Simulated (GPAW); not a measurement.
**Nb in GPAW: convergence with plane-wave cutoff (eV)**

Crystal: Nb.

```xyz
1
Lattice="0.0000 2.1150 2.1150 2.1150 0.0000 2.1150 2.1150 2.1150 0.0000" Properties=species:S:1:pos:R:3 pbc="T T T"
Nb    0.0000    0.0000    0.0000
```

This isn't the form of Nb at room conditions, which is bcc.

* Program: GPAW 26.7.0
* Task: convergence study
* Functional: PBE
* Potentials or basis: JTH PAW 2.0, PBE
* Cutoff: 200 eV
* Basis: pw
* k mesh: 11 × 11 × 11
* Occupations: fermi-dirac, width 0.05 eV
* Spin: no spin polarisation

These are the settings of the first run; the series varies plane-wave cutoff (eV), with any setting tied to it.

Hardware: 1 thread of Intel(R) Xeon(R) Platinum 8488C (Sapphire Rapids), with other jobs on the host.

Q: The values tried are 200, 250, 300, 350, 400, 500, 600, 800, 1000, loosest first. From which on does the pressure stay within 0.1 GPa of the tightest run that finished?

A: From 800 on.

| plane-wave cutoff (eV) | energy less the tightest run, at zero smearing (meV/atom) | pressure (GPa) | SCF cycles | CPU time (s) | peak memory (GiB) |
| --- | --- | --- | --- | --- | --- |
| 200 | 517.45 | -23.04 | 8 | 5.9 | 0.12 |
| 250 | 311.84 | -1.60 | 8 | 6.5 | 0.13 |
| 300 | 216.50 | -5.19 | 8 | 7.2 | 0.13 |
| 350 | 99.66 | -5.43 | 8 | 7.2 | 0.13 |
| 400 | 36.89 | -3.40 | 8 | 6.1 | 0.13 |
| 500 | 20.57 | -1.95 | 8 | 7.2 | 0.14 |
| 600 | 12.99 | -2.39 | 8 | 11 | 0.14 |
| 800 | 3.51 | -1.96 | 8 | 10 | 0.16 |
| 1000 | 0.00 | -1.99 | 8 | 18 | 0.18 |

Not settled before the last step: the energy (to 1 meV/atom). The tightest run that finished is the yardstick and may itself not be fully converged.

Caveat, for the tightest run too: the program truncates these outside data sets.
